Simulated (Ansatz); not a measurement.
Crystal: CuCl2.

```
Cu Cl
1.0
     4.52065    0.00000    0.00000
     0.00000    4.52065    0.00000
     0.00000    0.00000    4.31771
Cu Cl
1 2
Direct
  0.00000 0.00000 0.00000
  0.00000 0.50000 0.00000
  0.50000 0.00000 0.00000
```

Measurements of this composition are mostly on another form, of space group No. 12.

* Program: Ansatz 0.2.0
* Task: relaxation of cell and atoms
* Functional: PBEsol
* Potentials or basis: Ansatz PAW
* Cutoff: 420 eV (not typed: the program's choice for these potentials)
* k mesh: 6 × 6 × 6
* Occupations: fermi-dirac, width 0.05 eV
* Spin: no spin polarisation
* Hubbard terms: Cu d U = 2 eV

At the start: volume 29.41 Å³/atom.

Q: Where does the relaxation end?

A: It ends after 10 steps and the volume is 30.17 Å³/atom (+2.6 %); space group P4/mmm (No. 123, to 0.05 Å).

The path:
```
step  energy change (eV)  largest force (eV/Å)  volume (Å³)
   1              0.0000                0.0000        88.24
   2             -0.0126                0.0000        87.15
   3             -0.0171                0.0000        86.05
   4             -0.0171                0.0000        86.23
   5             -0.0171                0.0000        86.36
   6             -0.0171                0.0000        87.76
   7             -0.0172                0.0000        89.39
   8             -0.0171                0.0000        90.92
   9             -0.0172                0.0000        90.52
  10             -0.0174                0.0000        90.52
```

Final structure:
```xyz
3
Lattice="4.4602 0.0000 0.0000 0.0000 4.4602 0.0000 0.0000 0.0000 4.5503" Properties=species:S:1:pos:R:3 pbc="T T T"
Cu    0.0000    0.0000    0.0000
Cl    0.0000    2.2301    0.0000
Cl    2.2301    0.0000    0.0000
```

Caveat: the plane-wave basis is chosen anew once the cell has moved, so the energies of steps on either side of that aren't comparable; this functional lacks dispersion, which binds the layers, so the pressure and a relaxed spacing across them are unreliable; an odd number of electrons without spin polarisation forces a metal; a magnetic or distorted state may lie lower; the run has no spin polarisation, though such a crystal can be magnetic; U without spin polarisation on a metal has little footing; the PAW data sets come from PBE, with cores solved anew for the run's functional, which leaves a small shift of forces and pressure.
